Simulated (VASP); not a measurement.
Runs of VASP 6.6.1 on Cl. Symmetry: Cmce, No. 64, orthorhombic system. The conventional cell has a = 6.290 Å, b = 4.500 Å, c = 8.210 Å, α = 90.00°, β = 90.00°, γ = 90.00°. Cl (site symmetry m) has 1 Cl at 2.02 Å as nearest neighbours. 

| task | level | potentials or basis | cell | k mesh | cutoff (eV) | smearing | ladder | GW scheme | GW iterations | cutoff of the response function | frequency points | mesh quality | gap on the mesh (eV) | pressure (GPa) | relaxed volume (Å³/atom) | largest force (eV/Å) |
| --- | --- | --- | --- | --- | --- | --- | --- | --- | --- | --- | --- | --- | --- | --- | --- | --- |
| single point | PBEsol | VASP PAW PBE potentials, release 64 (Cl) | as given | 7 × 7 × 4 | 520 | fermi-dirac 0.05 eV | free | - | - | - | - | not flagged | 2.48 | (c) | - | 0.31 |
| relaxation of cell and atoms | PBEsol | VASP PAW PBE potentials, release 64 (Cl) | relaxed | 6 × 6 × 4 | 600 | gaussian 0.02 eV | gaps | - | - | - | - | not flagged | 2.16 | 0.0 | (b) | - |
| relaxation of cell and atoms | PBE | VASP PAW PBE potentials, release 64 (Cl) | relaxed | 6 × 6 × 4 | 600 | gaussian 0.02 eV | gaps | - | - | - | - | not flagged | 2.41 | 0.0 | (a) | - |
| relaxation of cell and atoms | PBE+D3(BJ) | VASP PAW PBE potentials, release 64 (Cl) | relaxed | 6 × 6 × 4 | 600 | gaussian 0.02 eV | gaps | - | - | - | - | not flagged | 2.35 | 0.0 | 27.21 | 0.01 |

Alike in all rows: no spin polarisation.

Question: Fill in the values left out.

Answer: (a) 35.20; (b) 27.00; (c) -1.2.

Caveats: the PAW data sets were made with another functional, which shifts forces and pressure a little (some runs); an odd mesh through Γ misses points on the zone boundary, where band edges often lie (some runs); the volume moved by over 15 % at a fixed basis, so the end points are rough (some runs); the volume moved by +21 % from the deposited cell, more than functionals usually miss (some runs).

Not every run made on this cell is shown here.
